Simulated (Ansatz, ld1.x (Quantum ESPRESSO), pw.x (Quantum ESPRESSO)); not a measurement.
From atom to crystal: TM potential for Nb

- Element: niobium
- Generator: ld1.x (Quantum ESPRESSO) 7.5
- Type: norm-conserving Troullier–Martins (Kleinman–Bylander form)
- Functional: LDA (PW92)
- Relativity: scalar-relativistic
- Frozen core: [Ar] 3d10 4s2
- Valence charge: 11
- Reference configuration: 4p6 4d4 5s0.5 5p0 (charge +0.5)
- Partial waves: 5s (bound): rc 2.55 bohr; 4p (bound): rc 1.40 bohr; 4d (bound): rc 1.75 bohr
- Local potential: the d channel
- Core correction: Bessel-smoothed model core, default radius (core density twice the valence density)

Atomic tests: cutoffs needed: 55 Ry and 100 Ry (the cutoffs (Ry, on a coarse ladder) from which the occupation-weighted sum of valence levels, in a spherical-Bessel basis at the reference potential, stays within 10 and 1 mRy of its value at 400 Ry); ghost test: ghost state, extra bound levels that the all-electron valence spectrum of the same l lacks: s at -70.9 eV; a true bound ghost makes a file unfit for plane-wave use (spherical-Bessel basis up to 400 Ry, 20 bohr box); largest excitation error: -97 meV (all-electron minus pseudo) for 4p5 4d4 5s1 5p0, out of 7 test configurations.

Crystal test: bcc Nb in pw.x 7.5, no spin, 14³ k-points, Fermi–Dirac smearing 0.01 Ry, cutoffs 120/480 Ry. The reference is all-electron LAPW (Ansatz 0.2.0) with the same functional, mesh and smearing; V0 and B0 come from Birch–Murnaghan fits to the pressures at five volumes. Errors are pseudo minus all-electron; Δ is the rms difference of the E(V) curves that follow from these fits, minima aligned, over ±6 % about the mean V0. Mesh and smearing are coarse, so the numbers serve the comparison and aren't converged zero-temperature values; the lattice is a test structure that the element need not adopt.

| V (Å³/atom) | P all-electron (GPa) | P pseudo (GPa) |
| --- | --- | --- |
| 16.348 | 10.04 | 59.52 |
| 16.778 | 4.51 | 54.39 |
| 17.208 | -0.41 | 49.71 |
| 17.638 | -4.80 | 45.45 |
| 18.068 | -8.72 | 41.54 |

All-electron: a0 = 3.250 Å (V0 = 17.17 Å³/atom), B0 = 187.3 GPa.

Pseudopotential: mean pressure error (GPa): +50.00. The pressure does not cross zero within the volumes sampled, so no fit is given. This is a poor potential for the solid. Note: ghost state, extra bound levels that the all-electron valence spectrum of the same l lacks: s at -70.9 eV. A true bound ghost makes a file unfit for plane-wave use.

At the middle volume, how do free energy and pressure move when the wave cutoff is lowered (ecutrho kept at four times it)?

```csv
cutoff (Ry),shift of F (meV/atom),shift of P (GPa)
54,+135.9,-4.97
72,+65.0,-0.70
96,+12.9,-0.87
```

The 8 pw.x runs together took about 2.6 min on one core of a shared server CPU.
